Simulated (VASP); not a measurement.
The system is GeS.

```xyz
8
Lattice="10.0466 0.0000 0.0000 0.0000 3.5923 0.0000 0.0000 0.0000 4.0366" Properties=species:S:1:pos:R:3 pbc="T T T"
Ge    1.1886    0.8981    0.4816
Ge    3.8348    2.6943    2.4999
Ge    6.2119    0.8981    1.5367
Ge    8.8581    2.6943    3.5550
S     8.5704    0.8981    1.9891
S     6.4995    2.6943    4.0074
S     3.5471    0.8981    0.0292
S     1.4762    2.6943    2.0474
```

The cell isn't the ideal one: a relaxed cell with its volume scaled by 0.96.

- Program: VASP 6.6.1
- Task: relaxation of shape and atoms at fixed volume
- Functional: LDA
- Potentials or basis: VASP PAW LDA potentials, release 64 (Ge_d, S)
- Cutoff: 600 eV
- k mesh: 4 × 8 × 6
- Occupations: gaussian, width 0.03 eV
- Spin: no spin polarisation

At the start: pressure 3.3 GPa; volume 18.21 Å³/atom.

Q: Where does the relaxation end?

A: Over 10 steps the energy falls by 3.1 meV/atom; space group Pnma (No. 62, to 0.05 Å).

The path:
```
step  energy change (eV)  largest force (eV/Å)  pressure (GPa)
   1              0.0000                0.2767            3.33
   2             -0.0171                0.1266            2.69
   3             -0.0221                0.0141            2.15
   4             -0.0235                0.0095            2.11
   5             -0.0242                0.0082            2.02
   6             -0.0242                0.0065            2.04
   7             -0.0243                0.0137            2.05
   8             -0.0243                0.0137            2.05
   9             -0.0244                0.0109            2.05
  10             -0.0244                0.0063            2.05
```

Final structure:
```
Ge S
1.0
    10.04985    0.00000    0.00000
     0.00000    3.62548    0.00000
     0.00000    0.00000    3.99838
Ge S
4 4
Direct
  0.11634 0.25000 0.11454
  0.38366 0.75000 0.61454
  0.61634 0.25000 0.38546
  0.88366 0.75000 0.88546
  0.85428 0.25000 0.48933
  0.64572 0.75000 0.98933
  0.35428 0.25000 0.01067
  0.14572 0.75000 0.51067
```
